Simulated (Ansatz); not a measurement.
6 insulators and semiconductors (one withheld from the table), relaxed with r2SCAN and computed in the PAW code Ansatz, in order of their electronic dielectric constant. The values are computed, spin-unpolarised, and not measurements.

```csv
solid,"mean ε∞, r2SCAN","gap, r2SCAN (eV)","gap, HSE06 (eV)","gap, PBE0 (eV)",PBE0 − HSE06 (eV)
KI (rocksalt),2.7,4.59,4.94,5.63,+0.69
NaI (rocksalt),3.2,4.45,4.69,5.36,+0.67
LiH (rocksalt),3.9,3.63,3.97,4.66,+0.69
AgCl (rocksalt),4.5,1.48,2.41,3.11,+0.69
MgTe (wurtzite),4.9,3.16,3.32,3.96,+0.64
```

Question: NaH (rocksalt) has a = 4.795 Å and an r2SCAN gap of 4.40 eV. Estimate its row.

Answer:
```tsv
solid	mean ε∞, r2SCAN	gap, r2SCAN (eV)	gap, HSE06 (eV)	gap, PBE0 (eV)	PBE0 − HSE06 (eV)
NaH (rocksalt)	2.9	4.40	4.85	5.58	+0.73
```

HSE06 opens the r2SCAN gap by 0.16 to 0.94 eV; the correlation with 1/ε∞ is -0.19, and six solids can't settle a trend.

Spin-orbit coupling is left out, which matters wherever the heavy atoms make up the band edges.

The meshes of the hybrids are coarse, so their gaps aren't converged to the digits shown.
